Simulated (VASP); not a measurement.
# Ca (Immm) in VASP: further runs

Runs on Ca. Level: PBE. Tasks: single point.

All numbers are computed with VASP 6.6.1; they aren't measurements. Logs are shortened: lines on timing, memory, paths and dates and some standing lists are left out, and cuts for length are marked.

### 1 The crystal as given

Symmetry: Immm, No. 71, orthorhombic system. Conventional cell: a = 4.193 Å, b = 4.203 Å, c = 4.891 Å, α = 90.00°, β = 90.00°, γ = 90.00°. Ca (site symmetry mmm) is surrounded by 12 Ca at 3.85 to 4.20 Å.

This isn't the form of Ca at room conditions, which is fcc.

### 2 Single point, PBE

INCAR reads:

```
PREC     = Normal         # precision mode
ENCUT    = 400            # plane-wave cutoff, eV
EDIFF    = 1E-6           # SCF threshold, eV
ISMEAR   = 1              # smearing method
SIGMA    = 0.1            # smearing width, eV
LREAL    = False          # projectors in reciprocal space
LASPH    = True           # aspherical terms in the spheres
NELM     = 100            # most SCF steps
ALGO     = Normal         # electronic algorithm
ISIF     = 2              # what is computed and relaxed
LWAVE    = False          # write WAVECAR
LCHARG   = False          # write CHGCAR
GGA      = PE             # functional
ADDGRID  = False
```

KPOINTS reads:

```
Automatic mesh
0
Gamma
  12 12 12
```

POSCAR reads:

```
Ca
1.0
   -2.1296130000      2.1366080000      2.5183870000
    2.0452440000     -2.1127450000      2.4255450000
    2.0940060000      2.0772270000     -2.4978770000
Ca
1
Direct
    0.5036690000      0.4760610000     -0.0172770000
```

Potentials or basis: VASP PAW PBE potentials, release 64 (Ca_pv).

Started as:

```console
cat potpaw_PBE.64/Ca_pv/POTCAR > POTCAR
mpirun -np 1 vasp_std > vasp.out
```

OUTCAR:

```text
PREC = Normal
   ENCUT = 400
   EDIFF = 1E-6
   ISMEAR = 1
   LREAL = False
   LASPH = True
   NELM = 100
   ISIF = 2
   GGA = PE

 Found    868 irreducible k-points:

 Following reciprocal coordinates:
            Coordinates               Weight
  0.000000  0.000000  0.000000      1.000000
  0.083333  0.000000  0.000000      2.000000
  0.166667 -0.000000  0.000000      2.000000
  0.250000 -0.000000  0.000000      2.000000
  0.333333 -0.000000  0.000000      2.000000
  0.416667  0.000000  0.000000      2.000000
   k-points           NKPTS =    868   k-points in BZ     NKDIM =    868   number of bands    NBANDS=      8
   number of dos      NEDOS =    301   number of ions     NIONS =      1
   total plane-waves  NPLWV =   8000
   dimension x,y,z NGX =    20 NGY =   20 NGZ =   20
   dimension x,y,z NGXF=    40 NGYF=   40 NGZF=   40
   ions per type =               1
   NGX,Y,Z   is equivalent  to a cutoff of   8.46,  8.72,  8.60 a.u.
   NGXF,Y,Z  is equivalent  to a cutoff of  16.92, 17.45, 17.20 a.u.
 SYSTEM =  unknown system
   PREC   = normal    normal or accurate (medium, high low for compatibility)
   ISTART =      0    job   : 0-new  1-cont  2-samecut
   ICHARG =      2    charge: 1-file 2-atom 10-const
   ISPIN  =      1    spin polarized calculation?
   LNONCOLLINEAR =      F non collinear calculations
   LSORBIT =      F    spin-orbit coupling
   LASPH  =      T    aspherical Exc in radial PAW
   ENCUT  =  400.0 eV  29.40 Ry    5.42 a.u.   6.41  6.22  6.30*2*pi/ulx,y,z
   NELM   =    100;   NELMIN=  2; NELMDL= -5     # of ELM steps
   EDIFF  = 0.1E-05   stopping-criterion for ELM
   LREAL  =      F    real-space projection
[... 7 lines left out ...]
   TEBEG  =    0.0;   TEEND  =   0.0 temperature during run
   PSTRESS=    0.0 pullay stress
   NELECT =       8.0000    total number of electrons
   NUPDOWN=      -1.0000    fix difference up-down
   EMIN   =  10.00;   EMAX   =-10.00  energy-range for DOS
   EFERMI =   0.00;   METHOD = LEGACY
   ISMEAR =     1;   SIGMA  =   0.10  broadening in eV -4-tet -1-fermi 0-gaus
   EFERMI_NEDOS =   21; number of points for ismear=-14 and -15
   IALGO  =     38    algorithm
   IMIX   =      4    mixing-type and parameters
     AMIX     =   0.40;   BMIX     =  1.00
     AMIX_MAG =   1.60;   BMIX_MAG =  1.00
  volume/ion in A,a.u.               =      43.10       290.85
  Fermi-wavevector in a.u.,A,eV,Ry     =   0.933859  1.764737 11.865531  0.872092
  Thomas-Fermi vector in A             =   2.060604
   LORBIT       =      0    0 simple, 1 ext, 2 COOP (PROOUT), +10 PAW based schemes
   GGA     = PE    functional components
   LHFCALC =     F    Hartree Fock is set to
   AEXX    =    0.0000 exact exchange contribution
   IVDW    =     0    specifies the selected vdW correction
   LEPSILON=     F    determine dielectric tensor
   LRPA    =     F    only Hartree local field effects (RPA)
 non-spin polarized calculation
 Methfessel and Paxton  Order N= 1 SIGMA  =   0.10
  energy-cutoff  :      400.00
  volume of cell :       43.10
 maximum number of plane-waves:       795
   NGX = 13   NGY = 13   NGZ = 13

 number of electron       7.9999999 magnetization

 Free energy of the ion-electron system (eV)
  ---------------------------------------------------
  ext. energy  EPLUGINS =         0.00000000
  ---------------------------------------------------
  free energy    TOTEN  =        -1.90588554 eV

  energy without entropy =       -1.90522293  energy(sigma->0) =       -1.90566467

 E-fermi :   2.1373     XC(G=0):  -7.6331

 val. band max:        2.1352560625   @ k =   0.3333   0.2500   0.0833
 cond. band min:       2.1374021288   @ k =   0.0833   0.3333   0.2500
 fundamental gap:      0.0021460663
 Fermi energy:         2.1373130577

 k-point     1 :       0.0000    0.0000    0.0000
  band No.  band energies     occupation
      1     -20.8691      2.00000
      2     -20.8631      2.00000
      3     -20.8518      2.00000
      4      -1.8717      2.00000
      5       4.2175      0.00000
      6       4.3442      0.00000
      7       4.9495      0.00000
      8       4.9789      0.00000

 k-point     2 :       0.0833    0.0000    0.0000
  band No.  band energies     occupation
      1     -20.8720      2.00000
      2     -20.8682      2.00000
      3     -20.8547      2.00000
      4      -1.7560      2.00000
      5       4.1718      0.00000
      6       4.3562      0.00000
      7       4.9356      0.00000
      8       4.9583      0.00000

 k-point     3 :       0.1667   -0.0000    0.0000
  band No.  band energies     occupation
      1     -20.8924      2.00000
      2     -20.8755      2.00000
      3     -20.8569      2.00000
      4      -1.4165      2.00000
      5       3.9477     -0.00000
      6       4.3315      0.00000
      7       4.9154      0.00000
      8       5.0599      0.00000

 k-point     4 :       0.2500   -0.0000    0.0000
  band No.  band energies     occupation
      1     -20.9244      2.00000
      2     -20.8831      2.00000
      3     -20.8578      2.00000
      4      -0.8762      2.00000
      5       3.5251     -0.00000
      6       4.2054      0.00000
      7       4.9474      0.00000
      8       5.3580      0.00000

 k-point     5 :       0.3333   -0.0000    0.0000
  band No.  band energies     occupation
      1     -20.9566      2.00000
      2     -20.8905      2.00000
      3     -20.8584      2.00000
      4      -0.1784      2.00000
      5       2.9895     -0.00000
      6       4.0498     -0.00000
      7       4.9380      0.00000
      8       5.6758      0.00000

 k-point     6 :       0.4167    0.0000    0.0000
  band No.  band energies     occupation
      1     -20.9800      2.00000
      2     -20.8960      2.00000
      3     -20.8587      2.00000
      4       0.5962      2.00000
      5       2.3802     -0.00317
      6       3.9340     -0.00000
      7       4.8849      0.00000
      8       5.7985      0.00000

 [... further k-points ...]
[... 5 lines left out ...]
  --------------------------------------------------------------------------------------
  -------------------------------------------------------------------------------------
  Total       -0.1304216     -0.1622252     -0.0393509      0.0422713     -0.0300879      0.0981790
  in kB       -4.8482940     -6.0305638     -1.4628319      1.5713957     -1.1184887      3.6497092
  external PRESSURE =      -4.1138966 kB  Pullay stress =       0.0000000 kB

 VOLUME and BASIS-vectors are now :
 -----------------------------------------------------------------------------
  energy-cutoff  :      400.00
  volume of cell :       43.10
      direct lattice vectors                 reciprocal lattice vectors
    -2.129613000  2.136608000  2.518387000     0.005544617  0.236380961  0.201221828
     2.045244000 -2.112745000  2.425545000     0.245206417  0.001067158  0.206447491
     2.094006000  2.077227000 -2.497877000     0.243696023  0.239358134  0.003003396

 POSITION                                       TOTAL-FORCE (eV/Angst)
 -----------------------------------------------------------------------------------
      1.95887      2.11169     -0.03158         0.000000      0.000000      0.000000
 -----------------------------------------------------------------------------------
    total drift:                               -0.000026      0.000020     -0.000002

  FREE ENERGIE OF THE ION-ELECTRON SYSTEM (eV)
  ---------------------------------------------------
  free  energy   TOTEN  =        -1.9058855404 eV

  energy  without entropy=       -1.9052229334  energy(sigma->0) =       -1.90566467
```

Run time: 48 s. Hardware: 1 thread of Intel Xeon Platinum 8488C (Sapphire Rapids), shared host; peak memory 0.31 GiB.

The run converged, but some of its settings lie outside the range that counts as converged, so its numbers aren't taken as properties of the crystal.

Results:

```yaml
Free_energy: -1.9059 eV
Pressure: -0.4 GPa
Band_gap_on_the_k_mesh: none (metal or under the smearing width)
```

### 3 Single point, PBE

This run uses another cell than the first one, of the same volume but with other edges.

INCAR, as its differences from that of step 2:

```diff
@@ -1,2 +1,2 @@
-PREC     = Normal         # precision mode
+PREC     = Accurate       # precision mode
 ENCUT    = 400            # plane-wave cutoff, eV
@@ -5,3 +5,3 @@
 SIGMA    = 0.1            # smearing width, eV
-LREAL    = False          # projectors in reciprocal space
+LREAL    = Auto         
 LASPH    = True           # aspherical terms in the spheres
```

KPOINTS is that of step 2.

POSCAR reads:

```
Ca
1.0
   -2.0964874600      2.1017318100      2.4453524600
    2.0964874600     -2.1017318100      2.4453524600
    2.0964874600      2.1017318100     -2.4453524600
Ca
1
Direct
    0.5000000000      0.5000000000      0.0000000000
```

Potentials or basis: VASP PAW PBE potentials, release 64 (Ca_pv).

Started as:

```console
cat potpaw_PBE.64/Ca_pv/POTCAR > POTCAR
mpirun -np 1 vasp_std > vasp.out
```

OUTCAR:

```text
PREC = Accurate
   ENCUT = 400
   EDIFF = 1E-6
   ISMEAR = 1
   LREAL = Auto
   LASPH = True
   NELM = 100
   ISIF = 2
   GGA = PE

 Found    280 irreducible k-points:

 Following reciprocal coordinates:
            Coordinates               Weight
  0.000000  0.000000  0.000000      1.000000
  0.083333  0.000000 -0.000000      4.000000
  0.166667  0.000000  0.000000      4.000000
  0.250000 -0.000000  0.000000      4.000000
  0.333333  0.000000  0.000000      4.000000
  0.416667  0.000000  0.000000      4.000000
   k-points           NKPTS =    280   k-points in BZ     NKDIM =    280   number of bands    NBANDS=      8
   number of dos      NEDOS =    301   number of ions     NIONS =      1
   total plane-waves  NPLWV =  21952
   dimension x,y,z NGX =    28 NGY =   28 NGZ =   28
   dimension x,y,z NGXF=    56 NGYF=   56 NGZF=   56
   ions per type =               1
   NGX,Y,Z   is equivalent  to a cutoff of  12.10, 12.10, 12.10 a.u.
   NGXF,Y,Z  is equivalent  to a cutoff of  24.21, 24.21, 24.21 a.u.
 SYSTEM =  unknown system
   PREC   = accura    normal or accurate (medium, high low for compatibility)
   ISTART =      0    job   : 0-new  1-cont  2-samecut
   ICHARG =      2    charge: 1-file 2-atom 10-const
   ISPIN  =      1    spin polarized calculation?
   LNONCOLLINEAR =      F non collinear calculations
   LSORBIT =      F    spin-orbit coupling
   LASPH  =      T    aspherical Exc in radial PAW
   ENCUT  =  400.0 eV  29.40 Ry    5.42 a.u.   6.27  6.27  6.27*2*pi/ulx,y,z
   NELM   =    100;   NELMIN=  2; NELMDL= -5     # of ELM steps
   EDIFF  = 0.1E-05   stopping-criterion for ELM
   LREAL  =      T    real-space projection
   EDIFFG = 0.1E-04   stopping-criterion for IOM
   NSW    =      0    number of steps for IOM
[... 5 lines left out ...]
   TEBEG  =    0.0;   TEEND  =   0.0 temperature during run
   PSTRESS=    0.0 pullay stress
   NELECT =       8.0000    total number of electrons
   NUPDOWN=      -1.0000    fix difference up-down
   EMIN   =  10.00;   EMAX   =-10.00  energy-range for DOS
   EFERMI =   0.00;   METHOD = LEGACY
   ISMEAR =     1;   SIGMA  =   0.10  broadening in eV -4-tet -1-fermi 0-gaus
   EFERMI_NEDOS =   21; number of points for ismear=-14 and -15
   IALGO  =     38    algorithm
   IMIX   =      4    mixing-type and parameters
     AMIX     =   0.40;   BMIX     =  1.00
     AMIX_MAG =   1.60;   BMIX_MAG =  1.00
  volume/ion in A,a.u.               =      43.10       290.85
  Fermi-wavevector in a.u.,A,eV,Ry     =   0.933859  1.764737 11.865532  0.872092
  Thomas-Fermi vector in A             =   2.060604
   LORBIT       =      0    0 simple, 1 ext, 2 COOP (PROOUT), +10 PAW based schemes
   GGA     = PE    functional components
   LHFCALC =     F    Hartree Fock is set to
   AEXX    =    0.0000 exact exchange contribution
   IVDW    =     0    specifies the selected vdW correction
   LEPSILON=     F    determine dielectric tensor
   LRPA    =     F    only Hartree local field effects (RPA)
 non-spin polarized calculation
 Methfessel and Paxton  Order N= 1 SIGMA  =   0.10
  energy-cutoff  :      400.00
  volume of cell :       43.10
 maximum number of plane-waves:       796
 NGX is ok and might be reduce to    28

 number of electron       8.0000002 magnetization

 Free energy of the ion-electron system (eV)
  ---------------------------------------------------
  ext. energy  EPLUGINS =         0.00000000
  ---------------------------------------------------
  free energy    TOTEN  =        -1.90697562 eV

  energy without entropy =       -1.90552723  energy(sigma->0) =       -1.90649282

 E-fermi :   2.1397     XC(G=0):  -7.6336

 val. band max:        2.1319669497   @ k =   0.3333   0.3333   0.0000
 cond. band min:       2.1470552981   @ k =   0.5000  -0.4167   0.3333
 fundamental gap:      0.0150883484
 Fermi energy:         2.1396700221

 k-point     1 :       0.0000    0.0000    0.0000
  band No.  band energies     occupation
      1     -20.8660      2.00000
      2     -20.8654      2.00000
      3     -20.8518      2.00000
      4      -1.8720      2.00000
      5       4.2953      0.00000
      6       4.3086      0.00000
      7       4.8894      0.00000
      8       5.0095      0.00000

 k-point     2 :       0.0833    0.0000   -0.0000
  band No.  band energies     occupation
      1     -20.8715      2.00000
      2     -20.8684      2.00000
      3     -20.8547      2.00000
      4      -1.7538      2.00000
      5       4.2449      0.00000
      6       4.3324      0.00000
      7       4.8869      0.00000
      8       4.9687      0.00000
[... 23 lines left out ...]
 k-point     5 :       0.3333    0.0000    0.0000
  band No.  band energies     occupation
      1     -20.9581      2.00000
      2     -20.8922      2.00000
      3     -20.8587      2.00000
      4      -0.1439      2.00000
      5       3.0408     -0.00000
      6       3.9904     -0.00000
      7       4.9881      0.00000
      8       5.6677      0.00000

 k-point     6 :       0.4167    0.0000    0.0000
  band No.  band energies     occupation
      1     -20.9816      2.00000
      2     -20.8986      2.00000
      3     -20.8591      2.00000
      4       0.6426      2.00000
      5       2.4362     -0.00023
      6       3.8652     -0.00000
      7       4.9345      0.00000
      8       5.7971      0.00000

 [... further k-points ...]
[... 5 lines left out ...]
  --------------------------------------------------------------------------------------
  -------------------------------------------------------------------------------------
  Total       -0.1426984     -0.1484618     -0.0321807      0.0000000      0.0000000      0.0000000
  in kB       -5.3046733     -5.5189231     -1.1962844      0.0000000      0.0000000      0.0000000
  external PRESSURE =      -4.0066269 kB  Pullay stress =       0.0000000 kB

 VOLUME and BASIS-vectors are now :
 -----------------------------------------------------------------------------
  energy-cutoff  :      400.00
  volume of cell :       43.10
      direct lattice vectors                 reciprocal lattice vectors
    -2.096487460  2.101731810  2.445352460     0.000000000  0.237899050  0.204469502
     2.096487460 -2.101731810  2.445352460     0.238494153  0.000000000  0.204469502
     2.096487460  2.101731810 -2.445352460     0.238494153  0.237899050  0.000000000

 POSITION                                       TOTAL-FORCE (eV/Angst)
 -----------------------------------------------------------------------------------
      0.00000      0.00000      2.44535         0.000000      0.000000      0.000000
 -----------------------------------------------------------------------------------
    total drift:                                0.000000     -0.000000      0.000000

  FREE ENERGIE OF THE ION-ELECTRON SYSTEM (eV)
  ---------------------------------------------------
  free  energy   TOTEN  =        -1.9069756158 eV

  energy  without entropy=       -1.9055272336  energy(sigma->0) =       -1.90649282
```

stdout:

```text
POSCAR found type information on POSCAR Ca
 POSCAR found :  1 types and       1 ions
 scaLAPACK will be used
 -----------------------------------------------------------------------------
|                                                                             |
|                                                                             |
|     You have a (more or less) 'small supercell' and for smaller cells       |
|     it is recommended to use the reciprocal-space projection scheme!        |
|     The real-space optimization is not efficient for small cells and it     |
|     is also less accurate ...                                               |
|     Therefore, set LREAL=.FALSE. in the INCAR file.                         |
|                                                                             |
 -----------------------------------------------------------------------------

 LDA part: xc-table for (Slater+PW92), standard interpolation
 POSCAR, INCAR and KPOINTS ok, starting setup
 FFT: planning ... GRIDC
 FFT: planning ... GRID_SOFT
 FFT: planning ... GRID
 WAVECAR not read
 entering main loop
```

Wall time 56 s (1 thread of Intel Xeon Platinum 8488C (Sapphire Rapids), shared host); peak memory 0.18 GiB.

These settings aren't checked as converged: the numbers below hold their error.

What came out:

```
Free energy            : -1.9070 eV
Pressure               : -0.4 GPa
Band gap on the k mesh : none (metal or under the smearing width)
```

### 4 The reference run

An earlier run on the cell as given: functional PBE; potentials or basis VASP PAW PBE potentials, release 64 (Ca_sv); cutoff 520 eV; k mesh 9 × 9 × 9; occupations fermi-dirac, width 0.05 eV; no spin polarisation.

* Pressure: -0.4 GPa
* Band gap on the k mesh: none (metal or under the smearing width)
